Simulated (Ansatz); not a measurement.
**InP (F-43m): energy and pressure against volume**

An exercise on one series of results from a longer session: the logs are not shown, and one member is left open.

The COD entry's cell or inner coordinates are ideal or old and differ from later refinements, so a difference from it is no clean test against experiment.

Method: DFT PBEsol, scalar-relativistic, plane waves, PAW, in Ansatz 0.2.0.

### The system as given

Symmetry: F-43m, No. 216, cubic system. The conventional cell has a = 5.879 Å, b = 5.879 Å, c = 5.879 Å, α = 90.00°, β = 90.00°, γ = 90.00°. In (site symmetry -43m) is surrounded by 4 P at 2.55 Å. P (site symmetry -43m) is surrounded by 4 In at 2.55 Å.

Coordinates:

```cif
data_structure
_symmetry_space_group_name_H-M 'F-43m'
_symmetry_Int_Tables_number 216
_cell_length_a 5.8785
_cell_length_b 5.8785
_cell_length_c 5.8785
_cell_angle_alpha 90.000
_cell_angle_beta 90.000
_cell_angle_gamma 90.000
_cell_volume 203.15
loop_
_atom_site_label
_atom_site_type_symbol
_atom_site_symmetry_multiplicity
_atom_site_Wyckoff_symbol
_atom_site_fract_x
_atom_site_fract_y
_atom_site_fract_z
_atom_site_occupancy
In1 In 4 a 0.00000 0.00000 0.00000 1
P1 P 4 d 0.25000 0.25000 0.75000 1
```

An earlier run at PBEsol left this cell at 25.393 Å³/atom and 0.00 GPa (14×14×14 mesh).

The first run:

input.yaml

```yaml
crystal:
  lattice:
    - [0.0, 2.8995411062, 2.8995411062]
    - [2.8995411062, 0.0, 2.8995411062]
    - [2.8995411062, 2.8995411062, 0.0]
  atoms:
    - { symbol: In, position: [0.0, 0.0, 0.0] }
    - { symbol: P, position: [0.25, 0.25, 0.25] }
basis:
  ecutwfc: 420
  ecutrho_ratio: 4
kpoints:
  mp_grid: { grid: [14, 14, 14] }
hamiltonian:
  xc: pbesol
scf:
  occupations: { method: gaussian, width: 0.05 }
output:
  forces: true
  stress: true
  eigenvalues: true
```

On the command line:

```bash
ansatz run input.yaml --threads 1 --pin off --max-ram 2560MiB --backend cpu --events-out ev --progress --plain --runs-dir out
```

Steps of the session up to this table: Volume × 0.96; Volume × 1.04; Volume × 0.92; Volume × 0.88; Volume × 0.84; Volume × 0.8.

One of the session's tables, all rows but one given; the rest of the session is left out.

| volume (Å³/atom) | energy above the lowest (meV/atom) | pressure (GPa) | gap on the mesh (eV) |
| --- | --- | --- | --- |
| 20.315 | 319.4 | 24.7 | 1.19 |
| 21.330 | 187.1 | 17.3 | 1.30 |
| 22.346 | 96.6 | 11.4 | 1.24 |
| 23.362 | 39.6 | 6.7 | 1.01 |
| 24.377 | ? | ? | ? |
| 25.393 | 0.0 | 0.0 | 0.57 |
| 26.409 | 7.9 | -2.4 | 0.36 |

Q: Estimate the row for volume (Å³/atom) = 24.377 from the others.

Worked estimate for «energy above the lowest (meV/atom)». A straight line through the neighbours (23.362, 39.6) and (25.393, 0.0) gives 39.6 + (0.0 − 39.6) × (24.377 − 23.362) / (25.393 − 23.362) = 19.8; a parabola fitted to 4 rows on both sides gives 9.0.

The run gave: energy above the lowest (meV/atom): 9.1; pressure (GPa): 3.0; gap on the mesh (eV): 0.79. In «energy above the lowest (meV/atom)» the line misses by +10.7 and the parabola by -0.1.

Caveats from the session: Other structures may be lower in enthalpy at these pressures.
